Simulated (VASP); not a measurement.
# Se (P6/mmm) in VASP: a series of runs

The runs below take Se through single point, relaxation of cell and atoms, with PBEsol.

All numbers are computed with VASP 6.6.1; they aren't measurements. Logs are shortened: lines on timing, memory, paths and dates and some standing lists are left out, and cuts for length are marked.

## 1. The crystal as given

The structure is hexagonal, space group P6/mmm (No. 191). Conventional cell: a = 5.574 Å, b = 5.574 Å, c = 3.417 Å, α = 90.00°, β = 90.00°, γ = 120.00°. Se (site symmetry 6/mmm) is surrounded by 14 Se at 3.42 to 3.64 Å. Se (site symmetry -6m2) is surrounded by 11 Se at 3.22 to 3.64 Å.

The cell was built by a generator and needn't be a form met in nature.

## 2. Single point, PBEsol

Contents of INCAR:

```
SYSTEM = Se
PREC = Accurate
ENCUT = 520
EDIFF = 1E-7
ISMEAR = 0
SIGMA = 0.1
LREAL = .FALSE.
LASPH = .TRUE.
NELM = 100
ALGO = Fast
ISIF = 2
LWAVE = .FALSE.
LCHARG = .FALSE.
GGA = PS
NBANDS = 16
```

Contents of KPOINTS:

```
Automatic mesh
0
G
  6 6 6
  0 0 0
```

Contents of POSCAR:

```
Se
1.0
    5.5739670398      0.0000000000      0.0000000000
   -2.7869835199      4.8271970563      0.0000000000
    0.0000000000      0.0000000000      3.4170841418
Se
3
Direct
    0.0000000000      0.0000000000      0.0000000000
    0.3333333333      0.6666666667      0.5000000000
    0.6666666667      0.3333333333      0.5000000000
```

Potentials or basis: VASP PAW PBE potentials, release 64 (Se).

Started as:

```
$ cat potpaw_PBE.64/Se/POTCAR > POTCAR
$ mpirun -np 1 vasp_std > vasp.out
```

OUTCAR:

```text
SYSTEM = Se
   PREC = Accurate
   ENCUT = 520
   EDIFF = 1E-7
   ISMEAR = 0
   LREAL = .FALSE.
   LASPH = .TRUE.
   NELM = 100
   ISIF = 2
   GGA = PS

 ion  position               nearest neighbor table
   1  0.000  0.000  0.000-
   2  0.333  0.667  0.500-
   3  0.667  0.333  0.500-

  LATTYP: Found a hexagonal cell.
 ALAT       =     5.5739670398
 C/A-ratio  =     0.6130434783

  Lattice vectors:

 A1 = (   5.5739670398,   0.0000000000,   0.0000000000)
 A2 = (  -2.7869835199,   4.8271970563,   0.0000000000)
 A3 = (   0.0000000000,   0.0000000000,   3.4170841418)

Analysis of symmetry for initial positions (statically):
=====================================================================
 Subroutine PRICEL returns:
 Original cell was already a primitive cell.

 Routine SETGRP: Setting up the symmetry group for a
 hexagonal supercell.

 Subroutine GETGRP returns: Found 24 space group operations
 (whereof 24 operations were pure point group operations)
 out of a pool of 24 trial point group operations.

The static configuration has the point symmetry D_6h.

Analysis of symmetry for dynamics (positions and initial velocities):
=====================================================================
 Subroutine PRICEL returns:
 Original cell was already a primitive cell.

 Routine SETGRP: Setting up the symmetry group for a
 hexagonal supercell.

 Subroutine GETGRP returns: Found 24 space group operations
 (whereof 24 operations were pure point group operations)
 out of a pool of 24 trial point group operations.

The dynamic configuration has the point symmetry D_6h.

 Subroutine INISYM returns: Found 24 space group operations
 (whereof 24 operations are pure point group operations),
 and found     1 'primitive' translations

----------------------------------------------------------------------------------------

                                     Primitive cell

  volume of cell :      91.9422

  direct lattice vectors                    reciprocal lattice vectors
     5.573967040  0.000000000  0.000000000     0.179405438  0.103579778  0.000000000
    -2.786983520  4.827197056  0.000000000     0.000000000  0.207159556  0.000000000
     0.000000000  0.000000000  3.417084142     0.000000000  0.000000000  0.292647169

  length of vectors
     5.573967040  5.573967040  3.417084142     0.207159556  0.207159556  0.292647169

  position of ions in fractional coordinates (direct lattice)
     0.000000000  0.000000000  0.000000000
     0.333333333  0.666666667  0.500000000
     0.666666667  0.333333333  0.500000000

  ion indices of the primitive-cell ions
   primitive index   ion index
                 1           1
                 2           2
                 3           3

----------------------------------------------------------------------------------------

 KPOINTS: Automatic mesh

Automatic generation of k-mesh.
 Grid dimensions read from file:
 generate k-points for:    6    6    6

 Generating k-lattice:

  Cartesian coordinates                     Fractional coordinates (reciprocal lattice)
     0.029900906  0.017263296  0.000000000     0.166666667  0.000000000  0.000000000
     0.000000000  0.034526593  0.000000000     0.000000000  0.166666667  0.000000000
     0.000000000  0.000000000  0.048774528     0.000000000  0.000000000  0.166666667

  Length of vectors
     0.034526593  0.034526593  0.048774528

  Shift w.r.t. Gamma in fractional coordinates (k-lattice)
     0.000000000  0.000000000  0.000000000

 Subroutine IBZKPT returns following result:
 ===========================================

 Found     28 irreducible k-points:

 Following reciprocal coordinates:
            Coordinates               Weight
  0.000000  0.000000  0.000000      1.000000
  0.166667  0.000000  0.000000      6.000000
  0.333333  0.000000  0.000000      6.000000
  0.500000  0.000000  0.000000      3.000000
  0.166667  0.166667  0.000000      6.000000
  0.333333  0.166667  0.000000     12.000000
[... 16 lines left out ...]
  0.166667  0.000000  0.500000      6.000000
  0.333333  0.000000  0.500000      6.000000
 [... further k-points ...]
   k-points           NKPTS =     28   k-points in BZ     NKDIM =     28   number of bands    NBANDS=     16
   number of dos      NEDOS =    301   number of ions     NIONS =      3
   total plane-waves  NPLWV =  49392
   dimension x,y,z NGX =    42 NGY =   42 NGZ =   28
   dimension x,y,z NGXF=    84 NGYF=   84 NGZF=   56
   ions per type =               3
   NGX,Y,Z   is equivalent  to a cutoff of  12.53, 12.53, 13.62 a.u.
   NGXF,Y,Z  is equivalent  to a cutoff of  25.05, 25.05, 27.24 a.u.
 SYSTEM =  Se
   PREC   = accura    normal or accurate (medium, high low for compatibility)
   ISTART =      0    job   : 0-new  1-cont  2-samecut
   ICHARG =      2    charge: 1-file 2-atom 10-const
   ISPIN  =      1    spin polarized calculation?
   LNONCOLLINEAR =      F non collinear calculations
   LSORBIT =      F    spin-orbit coupling
   LASPH  =      T    aspherical Exc in radial PAW
   ENCUT  =  520.0 eV  38.22 Ry    6.18 a.u.  10.36 10.36  6.35*2*pi/ulx,y,z
   NELM   =    100;   NELMIN=  2; NELMDL= -5     # of ELM steps
   EDIFF  = 0.1E-06   stopping-criterion for ELM
   LREAL  =      F    real-space projection
   EDIFFG = 0.1E-05   stopping-criterion for IOM
   NSW    =      0    number of steps for IOM
   IBRION =     -1    ionic relax: 0-MD 1-quasi-New 2-CG
   NFREE  =      0    steps in history (QN), initial steepest desc. (CG)
   ISIF   =      2    stress and relaxation
   ISYM   =      2    0-nonsym 1-usesym 2-fastsym
   POTIM  = 0.5000    time-step for ionic-motion
   TEBEG  =    0.0;   TEEND  =   0.0 temperature during run
   PSTRESS=    0.0 pullay stress
   NELECT =      18.0000    total number of electrons
   NUPDOWN=      -1.0000    fix difference up-down
   EMIN   =  10.00;   EMAX   =-10.00  energy-range for DOS
   EFERMI =   0.00;   METHOD = LEGACY
   ISMEAR =     0;   SIGMA  =   0.10  broadening in eV -4-tet -1-fermi 0-gaus
   EFERMI_NEDOS =   21; number of points for ismear=-14 and -15
   IALGO  =     68    algorithm
   IMIX   =      4    mixing-type and parameters
     AMIX     =   0.40;   BMIX     =  1.00
     AMIX_MAG =   1.60;   BMIX_MAG =  1.00
  volume/ion in A,a.u.               =      30.65       206.82
  Fermi-wavevector in a.u.,A,eV,Ry     =   0.950592  1.796358 12.294556  0.903624
  Thomas-Fermi vector in A             =   2.078983
   LORBIT       =      0    0 simple, 1 ext, 2 COOP (PROOUT), +10 PAW based schemes
   GGA     = PS    functional components
   LHFCALC =     F    Hartree Fock is set to
   AEXX    =    0.0000 exact exchange contribution
   IVDW    =     0    specifies the selected vdW correction
   LEPSILON=     F    determine dielectric tensor
   LRPA    =     F    only Hartree local field effects (RPA)
 non-spin polarized calculation
 RMM-DIIS sequential band-by-band and
 Gauss-broadening in eV      SIGMA  =   0.10
  energy-cutoff  :      520.00
  volume of cell :       91.94
 maximum number of plane-waves:      2508
 NGX is ok and might be reduce to    42

 number of electron      18.0000006 magnetization

 Free energy of the ion-electron system (eV)
  ---------------------------------------------------
  ext. energy  EPLUGINS =         0.00000000
  ---------------------------------------------------
  free energy    TOTEN  =        -7.94241346 eV

  energy without entropy =       -7.91834822  energy(sigma->0) =       -7.93038084

 E-fermi :   1.1917     XC(G=0):  -8.9285

 val. band max:        1.1875274799   @ k =   0.3333   0.1667   0.5000
 cond. band min:       1.1973991958   @ k =   0.5000   0.0000   0.5000
 fundamental gap:      0.0098717159
 Fermi energy:         1.1916811452

 k-point     1 :       0.0000    0.0000    0.0000
  band No.  band energies     occupation
      1     -12.2315      2.00000
      2     -10.4620      2.00000
      3     -10.4331      2.00000
      4      -1.7933      2.00000
      5      -1.7933      2.00000
      6      -1.2635      2.00000
[... 8 lines left out ...]
     15      11.4026      0.00000
     16      11.9822      0.00000

 k-point     2 :       0.1667    0.0000    0.0000
  band No.  band energies     occupation
      1     -12.1277      2.00000
      2     -10.5740      2.00000
      3     -10.4963      2.00000
      4      -2.2515      2.00000
      5      -2.0109      2.00000
      6      -0.6013      2.00000
[... 8 lines left out ...]
     15      10.3959      0.00000
     16      11.5135      0.00000

 k-point     3 :       0.3333    0.0000    0.0000
  band No.  band energies     occupation
      1     -11.8368      2.00000
      2     -10.9040      2.00000
      3     -10.6033      2.00000
      4      -2.6559      2.00000
      5      -1.7047      2.00000
      6       0.3685      2.00000
[... 8 lines left out ...]
     15       9.8715      0.00000
     16      10.8383      0.00000

 k-point     4 :       0.5000    0.0000    0.0000
  band No.  band energies     occupation
      1     -11.5123      2.00000
      2     -11.2555      2.00000
      3     -10.6501      2.00000
      4      -2.7958      2.00000
      5      -0.9625      2.00000
      6      -0.5522      2.00000
[... 8 lines left out ...]
     15       9.7501      0.00000
     16      10.1817      0.00000

 k-point     5 :       0.1667    0.1667    0.0000
  band No.  band energies     occupation
      1     -11.9298      2.00000
      2     -10.7550      2.00000
      3     -10.6245      2.00000
      4      -2.3382      2.00000
      5      -2.1394      2.00000
      6       0.3124      2.00000
[... 8 lines left out ...]
     15       9.6080      0.00000
     16      10.2344      0.00000

 k-point     6 :       0.3333    0.1667    0.0000
  band No.  band energies     occupation
      1     -11.5832      2.00000
      2     -11.0934      2.00000
      3     -10.7486      2.00000
      4      -2.4794      2.00000
      5      -1.5987      2.00000
      6      -0.4119      2.00000
[... 8 lines left out ...]
     15       9.1044      0.00000
     16      10.0704      0.00000

 k-point     7 :       0.3333    0.3333    0.0000
  band No.  band energies     occupation
      1     -11.2771      2.00000
      2     -11.2771      2.00000
      3     -10.9167      2.00000
      4      -1.9859      2.00000
      5      -1.4427      2.00000
      6      -1.4427      2.00000
[... 8 lines left out ...]
     15       8.6964      0.00000
     16      10.3151      0.00000

 k-point     8 :       0.0000    0.0000    0.1667
  band No.  band energies     occupation
      1     -12.0450      2.00000
      2     -10.3600      2.00000
      3     -10.3331      2.00000
      4      -1.6207      2.00000
      5      -1.6207      2.00000
      6      -1.0027      2.00000
[... 8 lines left out ...]
     15       9.9336      0.00000
     16       9.9336      0.00000

 k-point     9 :       0.1667    0.0000    0.1667
  band No.  band energies     occupation
      1     -11.9453      2.00000
      2     -10.4484      2.00000
      3     -10.4067      2.00000
      4      -2.0297      2.00000
      5      -1.8185      2.00000
      6      -0.4296      2.00000
[... 8 lines left out ...]
     15       9.8541      0.00000
     16      10.2277      0.00000
[... 172 lines left out ...]
 k-point    19 :       0.1667    0.1667    0.3333
  band No.  band energies     occupation
      1     -11.3424      2.00000
      2     -10.3285      2.00000
      3     -10.3215      2.00000
      4      -2.0720      2.00000
      5      -1.4394      2.00000
      6      -1.2903      2.00000
[... 8 lines left out ...]
     15       9.4348      0.00000
     16      10.2542      0.00000

 k-point    20 :       0.3333    0.1667    0.3333
  band No.  band energies     occupation
      1     -11.0735      2.00000
      2     -10.6163      2.00000
      3     -10.3603      2.00000
      4      -2.1893      2.00000
      5      -1.6443      2.00000
      6      -1.2910      2.00000
[... 8 lines left out ...]
     15       9.4106      0.00000
     16      10.6450      0.00000

 k-point    21 :       0.3333    0.3333    0.3333
  band No.  band energies     occupation
      1     -10.8238      2.00000
      2     -10.8238      2.00000
      3     -10.4236      2.00000
      4      -2.2927      2.00000
      5      -1.4758      2.00000
      6      -1.4758      2.00000
[... 8 lines left out ...]
     15      10.1573      0.00000
     16      10.1609      0.00000

 k-point    22 :       0.0000    0.0000    0.5000
  band No.  band energies     occupation
      1     -11.2830      2.00000
      2     -10.2689      2.00000
      3      -9.8933      2.00000
      4      -2.1645      2.00000
      5      -1.3186      2.00000
      6      -0.9977      2.00000
[... 8 lines left out ...]
     15       9.6875      0.00000
     16       9.6875      0.00000

 k-point    23 :       0.1667    0.0000    0.5000
  band No.  band energies     occupation
      1     -11.2121      2.00000
      2     -10.2601      2.00000
      3      -9.9923      2.00000
      4      -2.2464      2.00000
      5      -1.5954      2.00000
      6      -1.1176      2.00000
[... 8 lines left out ...]
     15       8.8936      0.00000
     16       9.5523      0.00000

 k-point    24 :       0.3333    0.0000    0.5000
  band No.  band energies     occupation
      1     -11.0239      2.00000
      2     -10.2422      2.00000
      3     -10.2349      2.00000
      4      -2.3599      2.00000
      5      -2.0653      2.00000
      6      -1.3132      2.00000
[... 8 lines left out ...]
     15       8.6199      0.00000
     16       9.2134      0.00000

 [... further k-points ...]

------------------------ aborting loop because EDIFF is reached ----------------------------------------

  FORCE on cell =-STRESS in cart. coord.  units (eV):
  Direction    XX          YY          ZZ          XY          YZ          ZX
  --------------------------------------------------------------------------------------
  -------------------------------------------------------------------------------------
  Total       -7.4484001     -7.4484001     -7.0738121      0.0000000      0.0000000      0.0000000
  in kB     -129.7951555   -129.7951555   -123.2676179      0.0000000      0.0000000      0.0000000
  external PRESSURE =    -127.6193096 kB  Pullay stress =       0.0000000 kB

 VOLUME and BASIS-vectors are now :
 -----------------------------------------------------------------------------
  energy-cutoff  :      520.00
  volume of cell :       91.94
      direct lattice vectors                 reciprocal lattice vectors
     5.573967040  0.000000000  0.000000000     0.179405438  0.103579778  0.000000000
    -2.786983520  4.827197056  0.000000000     0.000000000  0.207159556  0.000000000
     0.000000000  0.000000000  3.417084142     0.000000000  0.000000000  0.292647169

 POSITION                                       TOTAL-FORCE (eV/Angst)
 -----------------------------------------------------------------------------------
      0.00000      0.00000      0.00000        -0.000000      0.000000     -0.000000
     -0.00000      3.21813      1.70854         0.000000      0.000000      0.000000
      2.78698      1.60907      1.70854        -0.000000      0.000000     -0.000000
 -----------------------------------------------------------------------------------
    total drift:                               -0.000000      0.000000     -0.000000

  FREE ENERGIE OF THE ION-ELECTRON SYSTEM (eV)
  ---------------------------------------------------
  free  energy   TOTEN  =        -7.9424134583 eV

  energy  without entropy=       -7.9183482183  energy(sigma->0) =       -7.93038084
```

Run time: 20 s. Hardware: 1 thread of Intel Xeon 6975P-C (Granite Rapids), shared host; peak memory 0.21 GiB.

Results:

```
Free energy            : -7.9424 eV
Pressure               : -12.8 GPa
Band gap on the k mesh : none (metal or under the smearing width)
```

Stress tensor (GPa, compression positive):
```
-12.98   0.00   0.00
  0.00 -12.98   0.00
  0.00   0.00 -12.33
```

Caveat: the PAW data sets were made with another functional, which shifts forces and pressure a little.

## 3. Single point, PBEsol

This run uses another cell than the first one: it holds 2 atoms, not 3.

Contents of INCAR:

```
SYSTEM = Se
  PREC = Accurate
  ENCUT = 520
  EDIFF = 1E-6
  ISMEAR = 0
  SIGMA = 0.1
  LREAL = .FALSE.
  LASPH = .TRUE.
  NELM = 100
  ALGO = Fast
  ISIF = 2
  LWAVE = .FALSE.
  LCHARG = .FALSE.
  GGA = PS
  NBANDS = 13
```

Contents of KPOINTS:

```
Automatic mesh
0
G
  6 6 4
  0 0 0
```

Contents of POSCAR:

```
Se
1.0
    1.3942694300     -4.0390027650      0.0000000000
    1.3942694300      4.0390027650      0.0000000000
    0.0000000000      0.0000000000      4.6134314000
Se
2
Direct
    0.9356553200      0.0643446800      0.2500000000
    0.0643446800      0.9356553200      0.7500000000
```

Potentials or basis: VASP PAW PBE potentials, release 64 (Se).

Started as:

```
$ cat potpaw_PBE.64/Se/POTCAR > POTCAR
$ mpirun -np 1 vasp_std > vasp.out
```

Wall time 10 s (1 thread of Intel Xeon 6975P-C (Granite Rapids), shared host); peak memory 0.18 GiB.

The run converged. Its results:

```yaml
Free_energy: -7.3979 eV
Pressure: -1.1 GPa
Largest_force: 0.375 eV/Å
Band_gap_on_the_k_mesh: none (metal or under the smearing width)
```

Forces in eV/Å, atoms in the order of the input:
```
Se   0.000 -0.375  0.000
Se   0.000  0.375  0.000
```

Stress tensor (GPa, compression positive):
```
 2.62  0.00  0.00
 0.00 -1.86  0.00
 0.00  0.00 -4.18
```

Levels at points of the mesh, in eV from the Fermi level:
```csv
k point,band 3,band 4,band 5,band 6,band 7,band 8,band 9,band 10
"(0.00, 0.00, 0.00)",-6.54,-2.31,-2.12,2.06,2.40,4.44,5.36,6.79
"(0.50, 0.00, 0.00)",-6.62,-4.63,-3.57,-1.13,-0.31,3.27,4.91,5.71
"(0.50, 0.50, 0.00)",-6.22,-4.25,-2.08,0.69,1.87,4.54,8.42,10.70
"(0.00, 0.00, 0.50)",-3.71,-3.71,0.25,0.25,3.11,3.11,4.83,4.83
"(0.50, 0.00, 0.50)",-5.38,-5.38,-2.50,-2.50,2.40,2.40,5.24,5.24
"(0.50, 0.50, 0.50)",-5.26,-5.26,0.98,0.98,3.00,3.00,7.97,7.97
```

Caveat: the k mesh is coarse (spacing up to 0.40 Å⁻¹), so the values aren't converged; the PAW data sets were made with another functional, which shifts forces and pressure a little.

[end of part 1 of 2]
